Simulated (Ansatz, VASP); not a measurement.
Two plane-wave programs on ZrC

```
Zr C
1.0
     0.00000    2.28152    2.28152
     2.28152    0.00000    2.28152
     2.28152    2.28152    0.00000
Zr C
1 1
Direct
  0.50000 0.50000 0.50000
  0.00000 0.00000 0.00000
```

Alike in both runs: task single point; functional PBE; k mesh 20 × 20 × 20; occupations gaussian, width 0.1 eV; no spin polarisation.

```csv
,VASP,Ansatz
version,VASP 6.6.1,Ansatz 0.2.0
potentials or method,"VASP PAW PBE potentials, release 64 (Zr_sv, C)","scalar-relativistic, plane waves, PAW"
plane-wave cutoff (eV),520,420
valence electrons in the cell,16,16
```

|  | VASP | Ansatz | Ansatz less VASP |
| --- | --- | --- | --- |
| gap on the k mesh at the Fermi level (eV) | none | none | - |
| pressure (GPa) | 25.7 | 25.3 | -0.30 |

A gap of «none» marks a metal or a gap that the smearing closes.

Caveats: so large a pressure means that the cell lies far from this level's equilibrium, or that cutoff or potentials fall short (VASP).
